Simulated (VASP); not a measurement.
# NiO (P-6m2) in VASP: a series of runs, part 2 of 2

VASP 6.6.1. The steps go on from the part before.

## 4. Single point, r2SCAN+U, collinear spin, ferromagnetic start

Contents of INCAR:

```
SYSTEM = NiO
PREC = Accurate
ENCUT = 520
EDIFF = 1E-6
ISMEAR = 0
SIGMA = 0.05
LREAL = .FALSE.
LASPH = .TRUE.
NELM = 100
ALGO = Normal
ISIF = 2
LWAVE = .FALSE.
LCHARG = .FALSE.
ISPIN = 2
MAGMOM = 1 0
LORBIT = 11
LMAXMIX = 4
LDAU = .TRUE.
LDAUTYPE = 2
LDAUL = 2 -1
LDAUU = 2 0
LDAUJ = 0 0
LDAUPRINT = 1
METAGGA = R2SCAN
LMIXTAU = .TRUE.
```

Contents of KPOINTS:

```
Automatic mesh
0
G
  8 8 7
  0 0 0
```

Contents of POSCAR:

```
NiO
1.0
    2.7830607900      0.0000000000      0.0000000000
   -1.3915303900      2.4102013400      0.0000000000
    0.0000000000      0.0000000000      2.7161294400
Ni O
1 1
Direct
    0.0000000000      0.0000000000      0.0000000000
    0.6666666667      0.3333333333      0.5000000000
```

Potentials or basis: VASP PAW PBE potentials, release 64 (Ni, O).

On the command line:

```sh
> cat potpaw_PBE.64/Ni/POTCAR potpaw_PBE.64/O/POTCAR > POTCAR
> mpirun -np 1 vasp_std > vasp.out
```

OUTCAR:

```text
SYSTEM = NiO
   PREC = Accurate
   ENCUT = 520
   EDIFF = 1E-6
   ISMEAR = 0
   LREAL = .FALSE.
   LASPH = .TRUE.
   NELM = 100
   ISIF = 2
   ISPIN = 2
   LORBIT = 11
   METAGGA = R2SCAN

 ion  position               nearest neighbor table
   1  0.000  0.000  0.000-   2 2.10   2 2.10   2 2.10   2 2.10   2 2.10   2 2.10
   2  0.667  0.333  0.500-   1 2.10   1 2.10   1 2.10   1 2.10   1 2.10   1 2.10

  LATTYP: Found a hexagonal cell.
 ALAT       =     2.7830607900
 C/A-ratio  =     0.9759504535

  Lattice vectors:

 A1 = (   2.7830607900,   0.0000000000,   0.0000000000)
 A2 = (  -1.3915303900,   2.4102013400,   0.0000000000)
 A3 = (   0.0000000000,   0.0000000000,   2.7161294400)

Analysis of symmetry for initial positions (statically):
=====================================================================
 Subroutine PRICEL returns:
 Original cell was already a primitive cell.

 Routine SETGRP: Setting up the symmetry group for a
 hexagonal supercell.

[... 1006 lines left out ...]
     10      15.0747      0.00000
     11      18.6172      0.00000
     12      23.2508      0.00000
     13      25.1974      0.00000

 [... further k-points ...]

------------------------ aborting loop because EDIFF is reached ----------------------------------------

  FORCE on cell =-STRESS in cart. coord.  units (eV):
  Direction    XX          YY          ZZ          XY          YZ          ZX
  --------------------------------------------------------------------------------------
  -------------------------------------------------------------------------------------
  Total        0.4008444      0.4008444     -0.4849932      0.0000000     -0.0000000      0.0000000
  in kB       35.2500628     35.2500627    -42.6500682      0.0000001     -0.0000000      0.0000000
  external PRESSURE =       9.2833525 kB  Pullay stress =       0.0000000 kB

 VOLUME and BASIS-vectors are now :
 -----------------------------------------------------------------------------
  energy-cutoff  :      520.00
  volume of cell :       18.22
      direct lattice vectors                 reciprocal lattice vectors
     2.783060790  0.000000000  0.000000000     0.359316621  0.207451548  0.000000000
    -1.391530390  2.410201340  0.000000000     0.000000000  0.414903097  0.000000000
     0.000000000  0.000000000  2.716129440     0.000000000  0.000000000  0.368170966

 POSITION                                       TOTAL-FORCE (eV/Angst)
 -----------------------------------------------------------------------------------
      0.00000      0.00000      0.00000         0.000000     -0.000000      0.000000
      1.39153      0.80340      1.35806        -0.000000      0.000000      0.000000
 -----------------------------------------------------------------------------------
    total drift:                                0.000007     -0.000004      0.000000

  FREE ENERGIE OF THE ION-ELECTRON SYSTEM (eV)
  ---------------------------------------------------
  free  energy   TOTEN  =       -18.6014601445 eV

  energy  without entropy=      -18.6014600424  energy(sigma->0) =      -18.60146009

 total charge

# of ion       s       p       d       tot
------------------------------------------
    1        0.340   0.433   8.183   8.956
    2        1.563   3.468   0.000   5.031
--------------------------------------------------
tot          1.903   3.902   8.183  13.988

 magnetization (x)

# of ion       s       p       d       tot
------------------------------------------
    1        0.004   0.004   1.672   1.679
    2        0.022   0.280   0.000   0.301
--------------------------------------------------
tot          0.025   0.284   1.672   1.981
```

It took 45 s on 1 thread of Intel Xeon Platinum 8488C (Sapphire Rapids), shared host; peak memory 0.15 GiB.

What came out:

| Property | Result |
| --- | --- |
| Free energy | -18.6015 eV |
| Pressure | 0.9 GPa |
| Band gap on the k mesh | 0.28 eV, indirect (least direct gap 0.79 eV) |
| Net moment | 2.00 μB per cell |
| Site moments | Ni +1.68; O +0.30 μB |
| Valence electrons inside the program's atomic spheres | Ni 8.96; O 5.03 |

Stress tensor (GPa, compression positive):
```
 3.53  0.00  0.00
 0.00  3.53  0.00
 0.00  0.00 -4.27
```

Levels at points of the mesh, in eV from the valence-band top:
Spin up:
```
           k point  band 7  band 8  band 9  band 10  band 11  band 12
(0.00, 0.00, 0.00)   -3.54   -1.16   -1.16     1.40    15.22    17.37
(0.50, 0.00, 0.00)   -3.08   -2.76   -1.28     6.42     9.67    15.57
```
Spin down:
| k point | band 4 | band 5 | band 6 | band 7 | band 8 | band 9 | band 10 | band 11 |
| --- | --- | --- | --- | --- | --- | --- | --- | --- |
| (0.00, 0.00, 0.00) | -4.27 | -2.86 | 0.00 | 0.00 | 0.79 | 0.79 | 1.91 | 15.46 |
| (0.50, 0.00, 0.00) | -3.57 | -3.23 | -1.84 | -1.36 | 0.61 | 2.23 | 6.75 | 10.49 |

Eigenvalues of the final occupation matrices:
```csv
site,spin,trace,eigenvalues
site 1 d,1,4.94,0.97 0.97 0.97 1.01 1.01
site 1 d,2,3.27,0.19 0.19 0.95 0.95 0.97
```

Caveat: the PAW data sets were made with another functional, which shifts forces and pressure a little; an odd mesh through Γ misses points on the zone boundary, where band edges often lie; a cell with one magnetic atom can't hold antiferromagnetic order, which such compounds often take.

## 5. Single point, r2SCAN+U, collinear spin, antiferromagnetic start

This run uses another cell than the first one: it holds 4 atoms, not 2.

Contents of INCAR:

```
SYSTEM = NiO
ALGO = Normal ; EDIFF = 1E-6
ENCUT = 520 ; ISIF = 2
ISMEAR = 0 ; ISPIN = 2
LASPH = .TRUE. ; LCHARG = .FALSE.
LDAU = .TRUE. ; LDAUJ = 0 0
LDAUL = 2 -1 ; LDAUPRINT = 1
LDAUTYPE = 2 ; LDAUU = 2 0
LMAXMIX = 4 ; LMIXTAU = .TRUE.
LORBIT = 11 ; LREAL = .FALSE.
LWAVE = .FALSE. ; MAGMOM = 1 -1 0 0
METAGGA = R2SCAN ; NELM = 120
PREC = Accurate ; SIGMA = 0.05
```

Contents of KPOINTS:

```
k-points
0
G
  8 8 8
  0 0 0
```

Contents of POSCAR:

```
NiO
1.0
   -1.3915303900      2.4102013400      2.7161294400
    2.7830607900      0.0000000000      2.7161294400
    1.3915304000      2.4102013400      0.0000000000
Ni O
2 2
Direct
    0.0000000000      0.0000000000      0.0000000000
    0.5000000000      0.5000000000      0.5000000000
    0.0833333333      0.4166666667      0.2500000000
    0.5833333333      0.9166666667      0.7500000000
```

On the command line:

```sh
> cat potpaw_PBE.64/Ni/POTCAR potpaw_PBE.64/O/POTCAR > POTCAR
> mpirun -np 1 vasp_std > vasp.out
```

Wall time 6.4 min (1 thread of Intel Xeon Platinum 8488C (Sapphire Rapids), shared host); peak memory 0.25 GiB.

Results (log left out):

```
Free energy                                           : -37.2414 eV
Pressure                                              : 0.1 GPa
Largest force                                         : 0.170 eV/Å
Band gap on the k mesh                                : 1.14 eV
Net moment                                            : 0.00 μB per cell
Site moments                                          : Ni +1.67, -1.67; O +0.00 μB
Valence electrons inside the program's atomic spheres : Ni 8.96; O 5.03
```

Forces in eV/Å, atoms in the order of the input:
```
Ni   0.147 -0.085  0.000
Ni   0.147 -0.085  0.000
O   -0.147  0.085  0.000
O   -0.147  0.085  0.000
```

Stress tensor (GPa, compression positive):
```
 2.75 -0.24  0.00
-0.24  2.47  0.00
 0.00  0.00 -4.97
```

Levels at points of the mesh, in eV from the valence-band top:
Spin up:
| k point | band 14 | band 15 | band 16 | band 17 | band 18 | band 19 |
| --- | --- | --- | --- | --- | --- | --- |
| (0.00, 0.00, 0.00) | -1.94 | -0.03 | 0.00 | 1.43 | 2.12 | 2.33 |
| (0.50, 0.00, 0.00) | -1.64 | -1.12 | -0.52 | 1.44 | 1.94 | 6.47 |
| (0.50, 0.50, 0.00) | -1.63 | -1.34 | -0.81 | 1.53 | 2.29 | 7.05 |
| (0.00, 0.00, 0.50) | -2.08 | -1.02 | -0.68 | 1.64 | 2.07 | 8.02 |
| (0.50, 0.00, 0.50) | -1.44 | -1.13 | -0.77 | 1.52 | 2.74 | 6.14 |
Spin down:
| k point | band 14 | band 15 | band 16 | band 17 | band 18 | band 19 |
| --- | --- | --- | --- | --- | --- | --- |
| (0.00, 0.00, 0.00) | -1.94 | -0.03 | 0.00 | 1.43 | 2.12 | 2.33 |
| (0.50, 0.00, 0.00) | -1.64 | -1.12 | -0.52 | 1.44 | 1.94 | 6.47 |
| (0.50, 0.50, 0.00) | -1.63 | -1.34 | -0.81 | 1.53 | 2.29 | 7.05 |
| (0.00, 0.00, 0.50) | -2.08 | -1.02 | -0.68 | 1.64 | 2.07 | 8.02 |
| (0.50, 0.00, 0.50) | -1.44 | -1.13 | -0.77 | 1.52 | 2.74 | 6.14 |

Eigenvalues of the final occupation matrices:
```tsv
site	spin	trace	eigenvalues
site 1 d	1	4.93	0.97 0.97 0.98 1.00 1.00
site 1 d	2	3.28	0.19 0.20 0.96 0.96 0.97
site 2 d	1	3.28	0.19 0.20 0.96 0.96 0.97
site 2 d	2	4.93	0.97 0.97 0.98 1.00 1.00
```

Caveat: the PAW data sets were made with another functional, which shifts forces and pressure a little.

## 6. For comparison

An earlier run on the cell as given: functional PBE; potentials or basis VASP PAW PBE potentials, release 64 (Ni, O); cutoff 520 eV; k mesh 11 × 11 × 10; occupations fermi-dirac, width 0.05 eV; collinear spin, ferromagnetic start; starting moments [1.0, 0.0] μB.

- Pressure: 4.8 GPa
- Band gap on the k mesh: none (metal or under the smearing width)
- Net moment: 1.84 μB per cell
- Site moments: Ni +1.39; O +0.40 μB
- Valence electrons inside the program's atomic spheres: Ni 9.01; O 4.95

## 7. Summary

```csv
level,potentials or basis,spin,U,fixed moment (μB),k mesh,smearing,supercell matrix,gap on the mesh (eV),pressure (GPa),moment (μB)
LDA+U,"VASP PAW LDA potentials, release 64 (Ni, O)","collinear, random start",Ni d U = 7 eV,-,8 × 8 × 7,gaussian 0.05 eV,-,1.30,-15.8,2.00
LDA+U,"VASP PAW LDA potentials, release 64 (Ni, O)","collinear, ferromagnetic start",Ni d U = 7 eV,2,8 × 8 × 7,gaussian 0.05 eV,-,-,-16.0,2.00
r2SCAN+U,"VASP PAW PBE potentials, release 64 (Ni, O)","collinear, ferromagnetic start",Ni d U = 2 eV,-,8 × 8 × 7,gaussian 0.05 eV,-,0.28,0.9,2.00
r2SCAN+U,"VASP PAW PBE potentials, release 64 (Ni, O)","collinear, antiferromagnetic start",Ni d U = 2 eV,-,8 × 8 × 8,gaussian 0.05 eV,"[0, 1, 1, 1, 0, 1, 1, 1, 0]",1.14,0.1,0.00
PBE,"VASP PAW PBE potentials, release 64 (Ni, O)","collinear, ferromagnetic start",-,-,11 × 11 × 10,fermi-dirac 0.05 eV,-,none,4.8,1.84
```

Alike in all rows: task single point; cell as given; cutoff (eV) 520.

Caveats: a cell with one magnetic atom can't hold antiferromagnetic order, which such compounds often take (some runs); an odd mesh through Γ misses points on the zone boundary, where band edges often lie (some runs); the PAW data sets were made with another functional, which shifts forces and pressure a little (some runs); the total moment is fixed, so each spin has its own Fermi level (some runs); semilocal functionals often make such compounds metallic where correlation or magnetic order opens a gap, which also shifts bond lengths (some runs).

Total energies depend on the potentials used, so only differences within one code and one set of settings carry meaning.
